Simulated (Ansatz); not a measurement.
# Si2Mo (P6_222) in Ansatz: reference runs

Aim: a first look at Si2Mo with PBE, on the cell as given and on a disturbed one.

Program: Ansatz 0.2.0. These are calculated values, not measurements. Logs are shortened: lines on timing, memory, paths and dates and some standing lists are left out, and cuts for length are marked.

## Step 1: The structure

Symmetry: P6_222, No. 180, hexagonal system. Conventional cell: a = 4.585 Å, b = 4.585 Å, c = 6.580 Å, α = 90.00°, β = 90.00°, γ = 120.00°. Around Mo (site symmetry 222) lie 10 Si at 2.57 to 2.67 Å. Si (site symmetry 2) has 5 Si at 2.55 to 2.67 Å and 5 Mo at 2.57 to 2.67 Å as nearest neighbours.

Measurements of this composition are mostly on another form, of space group No. 139.

## Step 2: Single point, PBE

Contents of input.yaml:

```yaml
crystal:
  lattice:
    - [4.5854715599, 0.0, 0.0]
    - [-2.29273578, 3.9711348592, 0.0]
    - [0.0, 0.0, 6.5797601]
  atoms:
    - { symbol: Mo, position: [0.5, 0.5, 0.8333333333] }
    - { symbol: Mo, position: [0.0, 0.5, 0.1666666667] }
    - { symbol: Mo, position: [0.5, 0.0, 0.5] }
    - { symbol: Si, position: [0.16387298, 0.32774596, 0.5] }
    - { symbol: Si, position: [0.67225404, 0.83612702, 0.1666666667] }
    - { symbol: Si, position: [0.83612702, 0.16387298, 0.8333333333] }
    - { symbol: Si, position: [0.83612702, 0.67225404, 0.5] }
    - { symbol: Si, position: [0.32774596, 0.16387298, 0.1666666667] }
    - { symbol: Si, position: [0.16387298, 0.83612702, 0.8333333333] }
kpoints:
  mp_grid: { grid: [7, 7, 4] }
scf:
  occupations: { method: fermi_dirac, width: 0.05 }
hamiltonian:
  xc: pbe
  pseudopotentials: { kind: all_electron, lapw: { basis_error: 0.001 } }
output:
  forces: true
  stress: true
  eigenvalues: true
  populations: true
```

Potentials or basis: all-electron LAPW, scalar-relativistic.

On the command line:

```console
$ ansatz run input.yaml --threads 8 --pin off --max-ram 24576MiB --backend cpu --events-out ev --progress --plain --runs-dir out
```

What it wrote:

```text
Warning: RAYON_NUM_THREADS=8 ignored (pool sized by the plan → 8); use --threads N
Mo: projections on atomic orbitals take those of the free atom 1s2 2s2 2p6 3s2 3p6 3d10 4s2 4p6 4d5 5s1, of charge +0.00 (hamiltonian.pseudopotentials.projection_atoms)
Si: projections on atomic orbitals take those of the free atom 1s2 2s2 2p6 3s2 3p2, of charge +0.00 (hamiltonian.pseudopotentials.projection_atoms)
LAPW: plane waves up to 7.821 Å⁻¹, error target 1.0e-3 eV per atom; small_component_spin mean_spin; Si in spheres of 1.153 Å, 12 of its electrons in bands, Dirac shells []; Mo in spheres of 1.415 Å, 30 of its electrons in bands, Dirac shells [] (how accurate: hamiltonian.pseudopotentials.lapw.basis_error, Limitations)
Engine: ansatz 0.2.0, x86_64-unknown-linux-gnu
Pseudopotentials: kind: all_electron
Pseudopotential: Mo, LAPW, valence charge 30, lapw/all_electron/scalar/gaussian/Mo, Koelling and Harmon's equation, gaussian nucleus
Pseudopotential: Si, LAPW, valence charge 12, lapw/all_electron/scalar/gaussian/Si, Koelling and Harmon's equation, gaussian nucleus
Functional definition: PBE
  parameter kappa = 0.804
  parameter beta = 0.06672455060314922
  exchange = pbe_x(kappa = kappa, mu = beta*pi^2/3)
  correlation = pbe_c(beta = beta)
[... 57 lines left out ...]
        0.000000       3.621422       0.000000
        0.000000       0.000000       3.436355
  P = ⅓ Tr σ = 3.5597 GPa (35.597 kbar)
--- Band table (eV; the first three rows and the last of 24) ---
  k-point 0: bands = ["-357.0662", "-357.0662", "-357.0662", "-357.0368", "-357.0368", "-357.0368", "-357.0331", "-357.0331", "-357.0331", "-198.9411", "-198.9411", "-198.9411", "-198.9268", "-198.9268", "-198.9268", "-198.9231", "-198.9231", "-198.9231", "-198.9226", "-198.9226", "-198.9226", "-198.8927", "-198.8927", "-198.8927", "-116.2026", "-116.2017", "-116.2017", "-116.2013", "-116.2013", "-116.2005", "-72.2650", "-72.2650", "-72.2647", "-72.2582", "-72.2580", "-72.2580", "-72.2516", "-72.2504", "-72.2504", "-72.2456", "-72.2456", "-72.2450", "-72.2290", "-72.2290", "-72.2281", "-72.2265", "-72.2264", "-72.2264", "-42.3304", "-42.3000", "-42.3000", "-16.5702", "-16.5680", "-16.5680", "-16.5583", "-16.5583", "-16.4714", "-16.4127", "-16.4127", "-16.3957", "4.7443", "7.8277", "7.8277", "11.4969", "12.2140", "12.2140", "12.7141", "12.7141", "13.5583", "13.8639", "13.8639", "14.1945", "15.1247", "15.1247", "15.5776", "15.5776", "15.7822", "15.7822", "16.0609", "16.7100", "17.9903", "20.8012", "21.1644", "21.1644", "21.2675", "21.3167", "21.5807", "21.5807", "21.7814", "21.7814", "22.2640", "22.2640", "22.4647", "22.5909", "22.9195", "22.9195", "23.3124", "23.3124"]
  k-point 1: bands = ["-357.0662", "-357.0662", "-357.0662", "-357.0368", "-357.0368", "-357.0368", "-357.0331", "-357.0331", "-357.0331", "-198.9411", "-198.9411", "-198.9411", "-198.9268", "-198.9268", "-198.9268", "-198.9231", "-198.9231", "-198.9231", "-198.9226", "-198.9226", "-198.9226", "-198.8927", "-198.8927", "-198.8927", "-116.2025", "-116.2020", "-116.2015", "-116.2015", "-116.2010", "-116.2006", "-72.2667", "-72.2641", "-72.2627", "-72.2603", "-72.2588", "-72.2564", "-72.2515", "-72.2508", "-72.2501", "-72.2458", "-72.2454", "-72.2451", "-72.2292", "-72.2287", "-72.2282", "-72.2265", "-72.2265", "-72.2264", "-42.3277", "-42.3101", "-42.2927", "-16.6060", "-16.5691", "-16.5621", "-16.5466", "-16.5136", "-16.4734", "-16.4485", "-16.4123", "-16.3839", "4.9735", "6.6347", "9.0118", "11.6787", "12.0998", "12.2888", "12.3405", "13.0957", "13.2078", "13.4739", "13.5821", "13.7141", "15.2746", "15.3550", "15.4505", "15.6959", "16.0044", "16.3917", "16.4127", "16.7589", "18.3748", "20.8526", "20.9027", "21.0687", "21.2446", "21.3088", "21.3470", "21.3795", "21.6446", "21.6513", "22.0227", "22.0515", "22.2185", "22.4300", "22.7836", "23.1099", "23.2158", "24.9406"]
  k-point 2: bands = ["-357.0662", "-357.0662", "-357.0662", "-357.0368", "-357.0368", "-357.0368", "-357.0331", "-357.0331", "-357.0331", "-198.9411", "-198.9411", "-198.9411", "-198.9268", "-198.9268", "-198.9268", "-198.9231", "-198.9231", "-198.9231", "-198.9226", "-198.9226", "-198.9226", "-198.8927", "-198.8927", "-198.8927", "-116.2023", "-116.2023", "-116.2016", "-116.2014", "-116.2008", "-116.2008", "-72.2673", "-72.2625", "-72.2625", "-72.2605", "-72.2605", "-72.2558", "-72.2512", "-72.2512", "-72.2501", "-72.2458", "-72.2452", "-72.2452", "-72.2293", "-72.2284", "-72.2284", "-72.2265", "-72.2265", "-72.2264", "-42.3202", "-42.3202", "-42.2900", "-16.6196", "-16.5732", "-16.5471", "-16.5471", "-16.4716", "-16.4716", "-16.4562", "-16.4562", "-16.3731", "5.6328", "5.6328", "9.7356", "11.4880", "12.0951", "12.0951", "12.2057", "13.0747", "13.0747", "13.5456", "13.5456", "13.6925", "15.1960", "15.2388", "15.2388", "15.2840", "16.4919", "16.4919", "16.7108", "18.0775", "18.0775", "20.6514", "21.0819", "21.0819", "21.0983", "21.3786", "21.4243", "21.4243", "21.5283", "21.5283", "21.9340", "21.9684", "21.9684", "21.9729", "23.0592", "23.0635", "23.0635", "23.8760"]
  k-point 23: bands = ["-357.0662", "-357.0662", "-357.0662", "-357.0368", "-357.0368", "-357.0368", "-357.0331", "-357.0331", "-357.0331", "-198.9411", "-198.9411", "-198.9411", "-198.9268", "-198.9268", "-198.9268", "-198.9231", "-198.9231", "-198.9231", "-198.9226", "-198.9226", "-198.9226", "-198.8927", "-198.8927", "-198.8927", "-116.2020", "-116.2019", "-116.2018", "-116.2012", "-116.2011", "-116.2010", "-72.2656", "-72.2644", "-72.2642", "-72.2589", "-72.2586", "-72.2575", "-72.2503", "-72.2500", "-72.2492", "-72.2468", "-72.2460", "-72.2460", "-72.2284", "-72.2282", "-72.2277", "-72.2275", "-72.2269", "-72.2267", "-42.3197", "-42.3077", "-42.3022", "-16.6166", "-16.6049", "-16.5990", "-16.5281", "-16.5113", "-16.4970", "-16.4133", "-16.4097", "-16.3723", "7.4729", "7.5738", "8.2113", "9.1238", "9.4114", "10.6457", "12.5819", "12.7478", "13.3326", "13.9828", "14.9367", "14.9778", "15.3682", "15.3814", "15.5603", "15.6882", "16.5915", "16.9712", "17.1843", "17.5123", "18.2774", "19.4061", "19.8307", "20.0195", "20.5336", "20.6510", "20.8242", "20.9695", "21.3811", "22.0517", "22.0983", "22.4398", "23.4588", "23.5378", "23.8435", "24.4561", "24.6793", "24.8883"]
--- Löwdin populations: 9 sites ---
  site symbol       q [e]
     0     Mo     42.1102
     1     Mo     42.1102
     2     Mo     42.1102
     3     Si     13.8393
     4     Si     13.8393
     5     Si     13.8393
     6     Si     13.8393
     7     Si     13.8393
     8     Si     13.8393
  spilling = 0.003017 (of n_electrons = 210.000000)
```

Run time: 17 s. Hardware: 8 threads of Intel Xeon Platinum 8375C at 2.90GHz (Ice Lake), shared host; peak memory 1.5 GiB.

Results:

| Property | Result |
| --- | --- |
| Free energy | -377891.3284 eV |
| Pressure | 3.6 GPa |
| Largest force | 0.010 eV/Å |
| Band gap on the k mesh | 0.27 eV, indirect (least direct gap 0.63 eV) |

Forces on the atoms (eV/Å):
```
Mo   0.000  0.000  0.000
Mo   0.000  0.000  0.000
Mo   0.000  0.000  0.000
Si   0.000  0.010  0.000
Si  -0.009 -0.005  0.000
Si  -0.009  0.005  0.000
Si   0.000 -0.010  0.000
Si   0.009  0.005  0.000
Si   0.009 -0.005  0.000
```

Stress tensor (GPa, compression positive):
```
3.62 0.00 0.00
0.00 3.62 0.00
0.00 0.00 3.44
```

Caveat: an odd mesh through Γ misses points on the zone boundary, where band edges often lie.

## Step 3: Single point, PBE (atoms moved at random, drawn with an rms of 0.05 Å)

Contents of input.yaml:

```yaml
crystal:
  lattice:
    - [4.5854715599, 0.0, 0.0]
    - [-2.29273578, 3.9711348592, 0.0]
    - [0.0, 0.0, 6.5797601]
  atoms:
    - { symbol: Mo, position: [0.51437, 0.508672, 0.830883] }
    - { symbol: Mo, position: [-0.000203, 0.512057, 0.169228] }
    - { symbol: Mo, position: [0.501273, -0.011165, 0.500699] }
    - { symbol: Si, position: [0.159299, 0.326528, 0.490466] }
    - { symbol: Si, position: [0.680001, 0.837149, 0.158473] }
    - { symbol: Si, position: [0.833315, 0.168262, 0.834037] }
    - { symbol: Si, position: [0.831339, 0.675271, 0.495928] }
    - { symbol: Si, position: [0.331207, 0.16037, 0.163171] }
    - { symbol: Si, position: [0.159485, 0.83064, 0.833635] }
kpoints:
  mp_grid: { grid: [7, 7, 4] }
scf:
  occupations: { method: fermi_dirac, width: 0.05 }
hamiltonian:
  xc: pbe
  pseudopotentials: { kind: all_electron, lapw: { basis_error: 0.001 } }
output:
  forces: true
  stress: true
  eigenvalues: true
  populations: true
```

Potentials or basis: all-electron LAPW, scalar-relativistic.

On the command line:

```console
$ ansatz run input.yaml --threads 8 --pin off --max-ram 24576MiB --backend cpu --events-out ev --progress --plain --runs-dir out
```

What it wrote:

```text
Warning: RAYON_NUM_THREADS=8 ignored (pool sized by the plan → 8); use --threads N
Mo: projections on atomic orbitals take those of the free atom 1s2 2s2 2p6 3s2 3p6 3d10 4s2 4p6 4d5 5s1, of charge +0.00 (hamiltonian.pseudopotentials.projection_atoms)
Si: projections on atomic orbitals take those of the free atom 1s2 2s2 2p6 3s2 3p2, of charge +0.00 (hamiltonian.pseudopotentials.projection_atoms)
LAPW: plane waves up to 8.004 Å⁻¹, error target 1.0e-3 eV per atom; small_component_spin mean_spin; Si in spheres of 1.136 Å, 12 of its electrons in bands, Dirac shells []; Mo in spheres of 1.384 Å, 30 of its electrons in bands, Dirac shells [] (how accurate: hamiltonian.pseudopotentials.lapw.basis_error, Limitations)
[... 9 set-up lines as earlier in the session ...]
Crystal: 9 atoms, lattice volume = 119.814 Å³
Basis set: ecut = 244.09557138919095 eV, 1043 PW (Γ), exchange–correlation at level 2
Bands: 98, of which v1, the nominal top of the filled ones, is band 81 counted from 1 (80 counted from 0)
Symmetry: 1 space group operations
Space group: P1 (ITA 1), of the structure as read, at distance tolerance 4.9e-5 Å
k-points: 99 of 196 (time reversal used)
Non-local potential: Mo, projectors of the file, none
Non-local potential: Si, projectors of the file, none
Initial density: superposition of atomic densities (chi_scale 0.1, normalization cell, long waves kept (reshape's long-wave potential 0.00 eV rms))
Initial wavefunctions: plane waves of lowest kinetic energy (no species holds an atomic orbital)
Functional: x = pbe(κ = 0.804, μ = 0.2195149727645171), c = pbe(β = 0.06672455060314922)
iter 1 solved again at ethr=1.92e-3 eV; its pass at ethr=1.00e-1 eV (dr2=3.11e0 eV) is discarded
SCF iter   1: F=—  HF=-377893.419037 eV  |F-HF|=—  |Δ(HF+E_count)|=         —  Δρ=4.75e-2  dr2=3.11e0  ethr=1.92e-3  ⟨swp⟩=2.0  Hψ=62172  notcnv=0
[... 29 lines left out ...]
  E_atoms      = -377821.910972  (free atoms, spherical and without spin; not in F)
  Σ components = -377891.150302   (vs F -377891.150302, Δ=0.00e0)
  Basis errors (estimates in eV, not in F): energy 3.5e-4 per atom: plane waves 3.0e-4 (1.6e-4 summed), levels above the bands 1.2e-51, relativity 2.4e-8, radial functions 4.6e-5, core shells 1.1e-7; eigenvalues (radial functions only) 9.7e-7; not estimated: angular momenta, meshes, grids; target (lapw.basis_error) 1.0e-3; muffin-tin radii Si 1.136 Å, Mo 1.384 Å
--- Forces (eV/Å), atoms counted from 1 ---
  atom   1  Mo    -0.90389343    -0.83251649     0.20695121
  atom   2  Mo     0.77267713    -0.96483137    -0.62941823
  atom   3  Mo    -0.68066806     0.91451785    -0.42814261
  atom   4  Si     0.32721799    -0.04994072     0.71175005
  atom   5  Si    -0.42011049     0.19624318     0.57667572
  atom   6  Si     0.36481595     0.05942999    -0.22424786
  atom   7  Si     0.31902574    -0.09775783     0.21212902
  atom   8  Si    -0.00465317     0.35918200     0.08501231
  atom   9  Si     0.22558677     0.41567673    -0.51070936
  max |Σ_I F_I| component: 3.34e-6 eV/Å
--- Stress (GPa, compression-positive) ---
        4.427467      -0.124015       0.745955
       -0.124015       4.371678      -0.213502
        0.745955      -0.213502       4.015744
  P = ⅓ Tr σ = 4.2716 GPa (42.716 kbar)
--- Band table (eV; the first three rows and the last of 99) ---
  k-point 0: bands = ["-357.0654", "-357.0616", "-357.0532", "-357.0427", "-357.0327", "-357.0300", "-357.0258", "-357.0248", "-357.0207", "-198.9413", "-198.9358", "-198.9301", "-198.9283", "-198.9245", "-198.9216", "-198.9212", "-198.9173", "-198.9144", "-198.9139", "-198.9113", "-198.9092", "-198.8962", "-198.8853", "-198.8810", "-116.2488", "-116.2273", "-116.2169", "-116.1995", "-116.1770", "-116.1222", "-72.3114", "-72.2932", "-72.2879", "-72.2793", "-72.2755", "-72.2741", "-72.2608", "-72.2580", "-72.2513", "-72.2463", "-72.2454", "-72.2395", "-72.2240", "-72.2163", "-72.2080", "-72.1828", "-72.1723", "-72.1415", "-42.3348", "-42.3086", "-42.2855", "-16.5966", "-16.5746", "-16.5690", "-16.5616", "-16.5439", "-16.4693", "-16.4356", "-16.4005", "-16.3808", "4.7394", "7.7773", "7.8797", "11.4898", "12.1689", "12.2224", "12.6289", "12.7712", "13.5434", "13.8115", "13.9226", "14.2096", "15.0656", "15.1689", "15.5227", "15.6376", "15.7175", "15.8467", "16.0705", "16.7143", "17.9897", "20.7630", "20.9921", "21.1297", "21.2364", "21.2823", "21.5625", "21.6694", "21.7861", "21.8906", "22.1295", "22.3792", "22.4647", "22.6183", "22.8826", "23.0254", "23.2639", "23.3155"]
  k-point 1: bands = ["-357.0654", "-357.0616", "-357.0532", "-357.0427", "-357.0327", "-357.0300", "-357.0258", "-357.0248", "-357.0207", "-198.9413", "-198.9358", "-198.9301", "-198.9283", "-198.9245", "-198.9216", "-198.9212", "-198.9173", "-198.9144", "-198.9139", "-198.9113", "-198.9092", "-198.8962", "-198.8853", "-198.8810", "-116.2488", "-116.2273", "-116.2169", "-116.1995", "-116.1770", "-116.1222", "-72.3114", "-72.2932", "-72.2879", "-72.2793", "-72.2755", "-72.2741", "-72.2608", "-72.2580", "-72.2513", "-72.2463", "-72.2454", "-72.2395", "-72.2240", "-72.2163", "-72.2080", "-72.1828", "-72.1723", "-72.1415", "-42.3329", "-42.3122", "-42.2839", "-16.6172", "-16.5802", "-16.5636", "-16.5457", "-16.5156", "-16.4728", "-16.4532", "-16.4087", "-16.3750", "4.9668", "6.6377", "9.0114", "11.6676", "12.0762", "12.2772", "12.3254", "13.0586", "13.1991", "13.4769", "13.5806", "13.7609", "15.2723", "15.3423", "15.4551", "15.6919", "16.0137", "16.3374", "16.4635", "16.7687", "18.3714", "20.7104", "20.8349", "20.9806", "21.2064", "21.3158", "21.3457", "21.4669", "21.5975", "21.7064", "22.0274", "22.0884", "22.2961", "22.4937", "22.7874", "23.0852", "23.2432", "24.9525"]
  k-point 2: bands = ["-357.0654", "-357.0616", "-357.0532", "-357.0427", "-357.0327", "-357.0300", "-357.0258", "-357.0248", "-357.0207", "-198.9413", "-198.9358", "-198.9301", "-198.9283", "-198.9245", "-198.9216", "-198.9212", "-198.9173", "-198.9144", "-198.9139", "-198.9113", "-198.9092", "-198.8962", "-198.8853", "-198.8810", "-116.2488", "-116.2273", "-116.2169", "-116.1995", "-116.1770", "-116.1222", "-72.3114", "-72.2932", "-72.2879", "-72.2794", "-72.2755", "-72.2741", "-72.2608", "-72.2580", "-72.2513", "-72.2463", "-72.2454", "-72.2395", "-72.2240", "-72.2164", "-72.2080", "-72.1828", "-72.1723", "-72.1415", "-42.3303", "-42.3162", "-42.2825", "-16.6293", "-16.5830", "-16.5501", "-16.5465", "-16.4828", "-16.4736", "-16.4648", "-16.4344", "-16.3678", "5.5382", "5.7244", "9.7326", "11.4830", "12.0303", "12.1038", "12.2067", "13.0251", "13.1003", "13.4765", "13.5832", "13.7551", "15.1763", "15.2311", "15.2449", "15.2953", "16.4636", "16.5300", "16.7192", "18.0197", "18.1207", "20.5614", "20.8914", "20.9390", "21.1336", "21.2486", "21.4674", "21.4986", "21.5829", "21.6031", "21.8559", "21.9453", "22.0897", "22.1752", "22.9695", "23.0929", "23.1648", "23.8824"]
  k-point 98: bands = ["-357.0654", "-357.0616", "-357.0532", "-357.0427", "-357.0327", "-357.0300", "-357.0258", "-357.0248", "-357.0207", "-198.9413", "-198.9358", "-198.9301", "-198.9283", "-198.9245", "-198.9216", "-198.9212", "-198.9173", "-198.9144", "-198.9139", "-198.9113", "-198.9092", "-198.8962", "-198.8853", "-198.8810", "-116.2488", "-116.2273", "-116.2169", "-116.1995", "-116.1770", "-116.1222", "-72.3114", "-72.2930", "-72.2879", "-72.2793", "-72.2761", "-72.2738", "-72.2611", "-72.2576", "-72.2513", "-72.2470", "-72.2449", "-72.2395", "-72.2240", "-72.2163", "-72.2080", "-72.1829", "-72.1723", "-72.1415", "-42.3271", "-42.3147", "-42.2865", "-16.6233", "-16.6118", "-16.5803", "-16.5531", "-16.5027", "-16.4818", "-16.4501", "-16.3875", "-16.3713", "6.2862", "7.7128", "8.5395", "9.2715", "10.5356", "10.9104", "12.2232", "12.6616", "13.6884", "14.2331", "14.4517", "14.9383", "15.3085", "15.5939", "15.6800", "15.7710", "16.1444", "16.3466", "16.9307", "17.6133", "17.9383", "19.2850", "19.5879", "19.8655", "20.1392", "20.4210", "20.9099", "21.4749", "21.6986", "22.0747", "22.1676", "22.7167", "23.2706", "23.9315", "24.2698", "24.6782", "25.1768", "25.3406"]
--- Löwdin populations: 9 sites ---
  site symbol       q [e]
     0     Mo     42.1110
     1     Mo     42.1220
     2     Mo     42.1020
     3     Si     13.8467
     4     Si     13.8297
     5     Si     13.8421
     6     Si     13.8337
     7     Si     13.8419
     8     Si     13.8371
  spilling = 0.003018 (of n_electrons = 210.000000)
```

Run time: 70 s. Hardware: 8 threads of Intel Xeon Platinum 8375C at 2.90GHz (Ice Lake), shared host; peak memory 2.6 GiB.

Results:

```
Free energy            : -377891.1503 eV
Pressure               : 4.3 GPa
Largest force          : 1.387 eV/Å
Band gap on the k mesh : 0.06 eV, indirect (least direct gap 0.54 eV)
```

Forces in eV/Å, atoms in the order of the input:
```
Mo  -0.904 -0.833  0.207
Mo   0.773 -0.965 -0.629
Mo  -0.681  0.915 -0.428
Si   0.327 -0.050  0.712
Si  -0.420  0.196  0.577
Si   0.365  0.059 -0.224
Si   0.319 -0.098  0.212
Si  -0.005  0.359  0.085
Si   0.226  0.416 -0.511
```

Caveat: an odd mesh through Γ misses points on the zone boundary, where band edges often lie.
